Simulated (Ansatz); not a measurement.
Structures of ScHO2: which is lowest?

Plane-wave DFT in Ansatz with scalar-relativistic PAW potentials, cutoff 420 eV, Γ-centred meshes chosen by cell and gap, Gaussian smearing with energies taken to zero width. Every cell was relaxed (cell and atoms) in a run of its own, within the symmetry of its start. Functional: PBEsol.

Relaxed structures (starts from databases or built by putting these elements on another compound's sites):
A. R-3m, 4 atoms in the computed cell, a = 3.196 Å, c = 13.447 Å; sites (symmetry × multiplicity) Sc -3m × 3, H -3m × 3, O 3m × 6; start: database
B. P6_3/mmc, 8 atoms in the computed cell, a = 3.194 Å, c = 8.977 Å; sites (symmetry × multiplicity) Sc -3m. × 2, H -6m2 × 2, O 3m. × 4; start: database

Q: Rank them by energy. Could pressure change the order?

A:
| structure | group | E − E(lowest) (meV/atom) | V (Å³/atom) | gap on mesh (eV) |
| --- | --- | --- | --- | --- |
| A | R-3m | 0.0 | 9.91 | 4.05 |
| B | P6_3/mmc | 2.2 | 9.91 | 3.73 |

A is lowest, 2 meV/atom under B. The two lowest differ in volume by under 3 %, too little for a first-order estimate of what pressure does to that pair (other pairs aren't weighed here); with rigid cells even 3 % in favour of the higher one would need about 1 GPa. Other structures may lie lower than all of these, and vibrations aren't counted.